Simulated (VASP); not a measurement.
# PtSe2 (P-3m1) in VASP: notebook

Aim: see how the results for PtSe2 move with the level of theory and the settings. Levels: PBEsol, LDA, PBE, PBE+D3(BJ). Tasks: relaxation of cell and atoms.

Program: VASP 6.6.1. These are calculated values, not measurements. Logs are shortened: lines on timing, memory, paths and dates and some standing lists are left out, and cuts for length are marked.

### Step 1. The crystal as given

It takes space group P-3m1 (No. 164, trigonal). The conventional cell has a = 3.717 Å, b = 3.717 Å, c = 5.820 Å, α = 90.00°, β = 90.00°, γ = 120.00°. Pt (site symmetry -3m) is surrounded by 6 Se at 2.52 Å. Around Se (site symmetry 3m) lie 3 Pt at 2.52 Å.

The cell is a database's computed one.

### Step 2. Relaxation of cell and atoms, PBEsol

INCAR

```
PREC = Accurate ; ENCUT = 600
EDIFF = 1E-7 ; ISMEAR = 0
SIGMA = 0.02 ; LREAL = F
LASPH = T ; NELM = 100
ALGO = Normal ; ISIF = 3
LWAVE = F ; LCHARG = F
GGA = PS ; IBRION = 2
NSW = 90 ; EDIFFG = -0.005
```

KPOINTS

```
regular mesh
0
Gamma
  9 9 6
```

POSCAR

```
PtSe2
1.0
    3.7173065500      0.0000000000      0.0000000000
   -1.8586532700      3.2192819000      0.0000000000
    0.0000000000      0.0000000000      5.8200740200
Pt Se
1 2
Direct
    0.0000000000      0.0000000000      0.0000000000
    0.6666666700      0.3333333300      0.7746118400
    0.3333333300      0.6666666700      0.2253881600
```

Potentials or basis: VASP PAW PBE potentials, release 64 (Pt, Se).

Launch:

```bash
$ cat potpaw_PBE.64/Pt/POTCAR potpaw_PBE.64/Se/POTCAR > POTCAR
$ mpirun -np 1 vasp_std > vasp.out
```

OUTCAR:

```text
PREC = Accurate
   ENCUT = 600
   EDIFF = 1E-7
   ISMEAR = 0
   LREAL = F
   LASPH = T
   NELM = 100
   ISIF = 3
   GGA = PS
   IBRION = 2
   NSW = 90
   EDIFFG = -0.005

 ion  position               nearest neighbor table
   1  0.000  0.000  0.000-   2 2.52   3 2.52   3 2.52   2 2.52   2 2.52   3 2.52
   2  0.667  0.333  0.775-   1 2.52   1 2.52   1 2.52
   3  0.333  0.667  0.225-   1 2.52   1 2.52   1 2.52

  LATTYP: Found a hexagonal cell.
 ALAT       =     3.7173065500
 C/A-ratio  =     1.5656696433

  Lattice vectors:

 A1 = (   3.7173065500,   0.0000000000,   0.0000000000)
 A2 = (  -1.8586532700,   3.2192819000,   0.0000000000)
 A3 = (   0.0000000000,   0.0000000000,   5.8200740200)

Analysis of symmetry for initial positions (statically):
=====================================================================
 Subroutine PRICEL returns:
 Original cell was already a primitive cell.

 Routine SETGRP: Setting up the symmetry group for a
 hexagonal supercell.

 Subroutine GETGRP returns: Found 12 space group operations
 (whereof 12 operations were pure point group operations)
 out of a pool of 24 trial point group operations.

The static configuration has the point symmetry D_3d.

Analysis of symmetry for dynamics (positions and initial velocities):
=====================================================================
 Subroutine PRICEL returns:
 Original cell was already a primitive cell.

 Routine SETGRP: Setting up the symmetry group for a
 hexagonal supercell.

 Subroutine GETGRP returns: Found 12 space group operations
 (whereof 12 operations were pure point group operations)
 out of a pool of 24 trial point group operations.

The dynamic configuration has the point symmetry D_3d.

 Subroutine INISYM returns: Found 12 space group operations
 (whereof 12 operations are pure point group operations),
 and found     1 'primitive' translations

----------------------------------------------------------------------------------------

                                     Primitive cell

  volume of cell :      69.6492

  direct lattice vectors                    reciprocal lattice vectors
     3.717306550  0.000000000  0.000000000     0.269011981  0.155314140  0.000000000
    -1.858653270  3.219281900  0.000000000     0.000000000  0.310628280  0.000000000
     0.000000000  0.000000000  5.820074020     0.000000000  0.000000000  0.171819121

  length of vectors
     3.717306550  3.717306542  5.820074020     0.310628280  0.310628280  0.171819121

  position of ions in fractional coordinates (direct lattice)
     0.000000000  0.000000000  0.000000000
     0.666666670  0.333333330  0.774611840
     0.333333330  0.666666670  0.225388160

  ion indices of the primitive-cell ions
   primitive index   ion index
                 1           1
                 2           2
                 3           3

----------------------------------------------------------------------------------------

 KPOINTS: regular mesh

Automatic generation of k-mesh.
 Grid dimensions read from file:
 generate k-points for:    9    9    6

 Generating k-lattice:

  Cartesian coordinates                     Fractional coordinates (reciprocal lattice)
     0.029890220  0.017257127  0.000000000     0.111111111  0.000000000  0.000000000
     0.000000000  0.034514253  0.000000000     0.000000000  0.111111111  0.000000000
     0.000000000  0.000000000  0.028636520     0.000000000  0.000000000  0.166666667

  Length of vectors
     0.034514253  0.034514253  0.028636520

  Shift w.r.t. Gamma in fractional coordinates (k-lattice)
     0.000000000  0.000000000  0.000000000

 Subroutine IBZKPT returns following result:
 ===========================================

 Found     62 irreducible k-points:

 Following reciprocal coordinates:
            Coordinates               Weight
  0.000000  0.000000  0.000000      1.000000
  0.111111 -0.000000  0.000000      6.000000
  0.222222 -0.000000  0.000000      6.000000
  0.333333  0.000000  0.000000      6.000000
  0.444444 -0.000000  0.000000      6.000000
  0.111111  0.111111  0.000000      6.000000
[... 16 lines left out ...]
  0.222222  0.111111  0.166667     12.000000
 -0.111111  0.333333  0.166667     12.000000
 [... further k-points ...]
   k-points           NKPTS =     62   k-points in BZ     NKDIM =     62   number of bands    NBANDS=     15
   number of dos      NEDOS =    301   number of ions     NIONS =      3
   total plane-waves  NPLWV =  43200
   dimension x,y,z NGX =    30 NGY =   30 NGZ =   48
   dimension x,y,z NGXF=    60 NGYF=   60 NGZF=   96
   ions per type =               1   2
   NGX,Y,Z   is equivalent  to a cutoff of  13.42, 13.42, 13.71 a.u.
   NGXF,Y,Z  is equivalent  to a cutoff of  26.83, 26.83, 27.42 a.u.
 SYSTEM =  unknown system
   PREC   = accura    normal or accurate (medium, high low for compatibility)
   ISTART =      0    job   : 0-new  1-cont  2-samecut
   ICHARG =      2    charge: 1-file 2-atom 10-const
   ISPIN  =      1    spin polarized calculation?
   LNONCOLLINEAR =      F non collinear calculations
   LSORBIT =      F    spin-orbit coupling
   LASPH  =      T    aspherical Exc in radial PAW
   ENCUT  =  600.0 eV  44.10 Ry    6.64 a.u.   7.42  7.42 11.62*2*pi/ulx,y,z
   NELM   =    100;   NELMIN=  2; NELMDL= -5     # of ELM steps
   EDIFF  = 0.1E-06   stopping-criterion for ELM
   LREAL  =      F    real-space projection
   EDIFFG = -.5E-02   stopping-criterion for IOM
   NSW    =     90    number of steps for IOM
   IBRION =      2    ionic relax: 0-MD 1-quasi-New 2-CG
   NFREE  =      1    steps in history (QN), initial steepest desc. (CG)
   ISIF   =      3    stress and relaxation
   ISYM   =      2    0-nonsym 1-usesym 2-fastsym
   POTIM  = 0.5000    time-step for ionic-motion
   TEBEG  =    0.0;   TEEND  =   0.0 temperature during run
   PSTRESS=    0.0 pullay stress
   NELECT =      22.0000    total number of electrons
   NUPDOWN=      -1.0000    fix difference up-down
   EMIN   =  10.00;   EMAX   =-10.00  energy-range for DOS
   EFERMI =   0.00;   METHOD = LEGACY
   ISMEAR =     0;   SIGMA  =   0.02  broadening in eV -4-tet -1-fermi 0-gaus
   EFERMI_NEDOS =   21; number of points for ismear=-14 and -15
   IALGO  =     38    algorithm
   IMIX   =      4    mixing-type and parameters
     AMIX     =   0.40;   BMIX     =  1.00
     AMIX_MAG =   1.60;   BMIX_MAG =  1.00
  volume/ion in A,a.u.               =      23.22       156.67
  Fermi-wavevector in a.u.,A,eV,Ry     =   1.114920  2.106894 16.912680  1.243047
  Thomas-Fermi vector in A             =   2.251520
   LORBIT       =      0    0 simple, 1 ext, 2 COOP (PROOUT), +10 PAW based schemes
   GGA     = PS    functional components
   LHFCALC =     F    Hartree Fock is set to
   AEXX    =    0.0000 exact exchange contribution
   IVDW    =     0    specifies the selected vdW correction
   LEPSILON=     F    determine dielectric tensor
   LRPA    =     F    only Hartree local field effects (RPA)
 conjugate gradient relaxation of ions
 non-spin polarized calculation
 Gauss-broadening in eV      SIGMA  =   0.02
  energy-cutoff  :      600.00
  volume of cell :       69.65
 maximum number of plane-waves:      2376
 NGX is ok and might be reduce to    30
   NGX = 15   NGY = 15   NGZ = 23

--------------------------------------- Ionic step        1  -------------------------------------------

 number of electron      21.9999997 magnetization

 Free energy of the ion-electron system (eV)
  ---------------------------------------------------
  ext. energy  EPLUGINS =         0.00000000
  ---------------------------------------------------
  free energy    TOTEN  =       -15.83202041 eV

  energy without entropy =      -15.83202041  energy(sigma->0) =      -15.83202041

 E-fermi :   4.6049     XC(G=0):  -9.9741

 val. band max:        4.4994676286   @ k =   0.1111  -0.0000   0.0000
 cond. band min:       4.9941471524   @ k =   0.0000   0.2222   0.3333
 fundamental gap:      0.4946795238
 Fermi energy:         4.6048522666

 k-point     1 :       0.0000    0.0000    0.0000
  band No.  band energies     occupation
      1     -10.2922      2.00000
      2      -8.2181      2.00000
      3      -1.7138      2.00000
      4      -1.2663      2.00000
      5      -1.2663      2.00000
      6       1.0108      2.00000
      7       1.0108      2.00000
      8       2.3593      2.00000
      9       3.9193      2.00000
     10       3.9193      2.00000
     11       4.4504      2.00000
     12       6.7142      0.00000
     13       6.7142      0.00000
     14       8.5460      0.00000
[... 401 lines left out ...]
      2      -8.3820      2.00000
      3      -1.3321      2.00000
      4      -1.0056      2.00000
      5      -0.6198      2.00000
      6      -0.1661      2.00000
      7       0.5292      2.00000
      8       1.5592      2.00000
      9       2.9022      2.00000
     10       2.9912      2.00000
     11       4.1625      2.00000
     12       5.2005      0.00000
     13       6.2040      0.00000
     14       9.6213      0.00000
     15      11.4975      0.00000

 [... further k-points ...]
[... 5 lines left out ...]
  --------------------------------------------------------------------------------------
  -------------------------------------------------------------------------------------
  Total       -0.6745300     -0.6745300     -0.9676726     -0.0000000     -0.0000000      0.0000000
  in kB      -15.5165791    -15.5165790    -22.2598956     -0.0000000     -0.0000000      0.0000000
  external PRESSURE =     -17.7643512 kB  Pullay stress =       0.0000000 kB
[... 92 lines left out ...]
  FREE ENERGIE OF THE ION-ELECTRON SYSTEM (eV)
  ---------------------------------------------------
  free  energy   TOTEN  =       -15.8388864447 eV

  energy  without entropy=      -15.8388864447  energy(sigma->0) =      -15.83888644

 E-fermi :   4.9417     XC(G=0): -10.0839

 val. band max:        4.8410464649   @ k =   0.1111  -0.0000   0.0000
 cond. band min:       5.2762122410   @ k =   0.0000   0.2222   0.3333
 fundamental gap:      0.4351657761
 Fermi energy:         4.9417479870

 k-point     1 :       0.0000    0.0000    0.0000
  band No.  band energies     occupation
      1     -10.2143      2.00000
      2      -7.9504      2.00000
      3      -1.5631      2.00000
      4      -1.2286      2.00000
      5      -1.2286      2.00000
      6       1.1564      2.00000
      7       1.1564      2.00000
      8       2.6301      2.00000
      9       4.0805      2.00000
     10       4.0805      2.00000
     11       4.7879      2.00000
     12       6.9616      0.00000
     13       6.9616      0.00000
     14       8.8659      0.00000
[... 401 lines left out ...]
      2      -8.1838      2.00000
      3      -1.2370      2.00000
      4      -0.9043      2.00000
      5      -0.4837      2.00000
      6      -0.0101      2.00000
      7       0.6767      2.00000
      8       1.7258      2.00000
      9       3.1112      2.00000
     10       3.1389      2.00000
     11       4.4462      2.00000
     12       5.4274      0.00000
     13       6.4667      0.00000
     14       9.8367      0.00000
     15      11.7271      0.00000

 [... further k-points ...]

[... ionic steps 4 to 28 ...]

--------------------------------------- Ionic step       29  -------------------------------------------

 number of electron      22.0000001 magnetization

------------------------ aborting loop because EDIFF is reached ----------------------------------------
[... 69 lines left out ...]
--------------------------------------- Ionic step       31  -------------------------------------------

 number of electron      22.0000001 magnetization

 Free energy of the ion-electron system (eV)
  ---------------------------------------------------
  ext. energy  EPLUGINS =         0.00000000
  ---------------------------------------------------
  free energy    TOTEN  =       -15.90548008 eV

  energy without entropy =      -15.90521639  energy(sigma->0) =      -15.90534823

 E-fermi :   6.5832     XC(G=0): -10.9576

 val. band max:        6.5515409407   @ k =   0.0000   0.0000   0.1667
 cond. band min:       6.5938918268   @ k =   0.0000   0.3333   0.3333
 fundamental gap:      0.0423508861
 Fermi energy:         6.5832282236

 k-point     1 :       0.0000    0.0000    0.0000
  band No.  band energies     occupation
      1      -9.1495      2.00000
      2      -6.0831      2.00000
      3      -0.6221      2.00000
      4       0.2204      2.00000
      5       0.2204      2.00000
      6       2.6946      2.00000
      7       2.6946      2.00000
      8       4.0699      2.00000
      9       5.5431      2.00000
     10       5.5431      2.00000
     11       7.3011      0.00000
     12       7.7490      0.00000
     13       7.7490      0.00000
     14       9.8357      0.00000
[... 401 lines left out ...]
      2      -6.6130      2.00000
      3      -0.0968      2.00000
      4       0.5441      2.00000
      5       0.8999      2.00000
      6       1.5070      2.00000
      7       2.2790      2.00000
      8       3.1649      2.00000
      9       4.2365      2.00000
     10       4.6031      2.00000
     11       6.0987      2.00000
     12       6.8675      0.00000
     13       7.9683      0.00000
     14      11.1497      0.00000
     15      12.7619      0.00000

 [... further k-points ...]
[... 5 lines left out ...]
  --------------------------------------------------------------------------------------
  -------------------------------------------------------------------------------------
  Total        0.0047857      0.0047857      0.0090624      0.0000000      0.0000000      0.0000000
  in kB        0.1286994      0.1286994      0.2437122      0.0000000      0.0000000      0.0000000
  external PRESSURE =       0.1670370 kB  Pullay stress =       0.0000000 kB
[... 18 lines left out ...]
  FREE ENERGIE OF THE ION-ELECTRON SYSTEM (eV)
  ---------------------------------------------------
  free  energy   TOTEN  =       -15.9054800768 eV

  energy  without entropy=      -15.9052163881  energy(sigma->0) =      -15.90534823

 reached required accuracy - stopping structural energy minimisation
```

Run time: 18 min. Hardware: 1 thread of Intel Xeon Platinum 8259CL at 2.50GHz (Skylake/Cascade Lake), shared host; peak memory 0.27 GiB.

Results:

```yaml
Free_energy: -15.9055 eV
Relaxed_volume: 19.86 Å³/atom
Relaxed_cell: a = 3.758 Å, b = 3.758 Å, c = 4.870 Å, α = 90.00°, β = 90.00°, γ = 120.00°
Space_group_after_relaxing_to_0.05_Å: P-3m1 (No. 164)
Energy_gained_by_relaxing: 24.5 meV/atom
Ionic_steps: 31
Pressure_after_relaxing: 0.0 GPa
Largest_force_after_relaxing: 0.004 eV/Å
Band_gap_on_the_k_mesh: none (metal or under the smearing width)
```

Forces on the atoms (eV/Å):
```
Pt   0.000  0.000  0.000
Se   0.000  0.000  0.004
Se   0.000  0.000 -0.004
```

The path:
| step | energy change (eV) | largest force (eV/Å) | pressure (GPa) | volume (Å³) |
| --- | --- | --- | --- | --- |
| 1 | 0.0000 | 0.2129 | -1.78 | 69.65 |
| 2 | 0.0096 | 0.4296 | 3.12 | 67.09 |
| 3 | -0.0069 | 0.0304 | 0.05 | 68.62 |
| 4 | -0.0088 | 0.0566 | -0.02 | 68.53 |
| 5 | -0.0117 | 0.1365 | -0.21 | 68.22 |
| 6 | -0.0137 | 0.1385 | -0.19 | 67.89 |
| 7 | -0.0201 | 0.1481 | -0.10 | 66.90 |
| 8 | -0.0331 | 0.1799 | 0.22 | 64.91 |
| 9 | -0.0588 | 0.3123 | 1.59 | 60.92 |
| 10 | 0.1298 | 0.0050 | 10.13 | 52.87 |
| 11 | -0.0434 | 0.5774 | 3.38 | 60.14 |
| 12 | -0.0215 | 0.5604 | 5.96 | 56.51 |
| 13 | -0.0410 | 0.6075 | 4.31 | 58.83 |
| 14 | -0.0394 | 0.6016 | 4.61 | 58.35 |
| 15 | -0.0396 | 0.5987 | 4.63 | 58.33 |
| 16 | -0.0400 | 0.5909 | 4.61 | 58.27 |
| 17 | -0.0408 | 0.5754 | 4.58 | 58.16 |
| 18 | -0.0419 | 0.5460 | 4.54 | 57.92 |
| 19 | -0.0424 | 0.4910 | 4.49 | 57.44 |
| 20 | -0.0438 | 0.4807 | 4.37 | 57.50 |
| 21 | -0.0478 | 0.4504 | 3.99 | 57.66 |
| 22 | -0.0547 | 0.3898 | 3.24 | 57.99 |
| 23 | -0.0646 | 0.2695 | 1.82 | 58.65 |
| 24 | -0.0695 | 0.0375 | -0.82 | 59.98 |
| 25 | -0.0701 | 0.0923 | -0.20 | 59.65 |
| 26 | -0.0704 | 0.0882 | -0.19 | 59.65 |
| 27 | -0.0712 | 0.0758 | -0.16 | 59.64 |
| 28 | -0.0724 | 0.0491 | -0.12 | 59.63 |
| 29 | -0.0735 | 0.0066 | -0.03 | 59.59 |
| 30 | -0.0735 | 0.0088 | -0.03 | 59.59 |
| 31 | -0.0735 | 0.0044 | 0.02 | 59.58 |

Final structure:
```
Pt Se
1.0
     3.75849    0.00000    0.00000
    -1.87925    3.25495    0.00000
     0.00000    0.00000    4.86989
Pt Se
1 2
Direct
  0.00000 0.00000 0.00000
  0.66667 0.33333 0.73895
  0.33333 0.66667 0.26105
```

Caveat: the PAW data sets were made with another functional, which shifts forces and pressure a little; this functional lacks dispersion, which binds the layers, so the pressure and a relaxed spacing across them are unreliable. The run has no spin-orbit coupling, so splittings on Pt are missing.

[end of part 1 of 3]
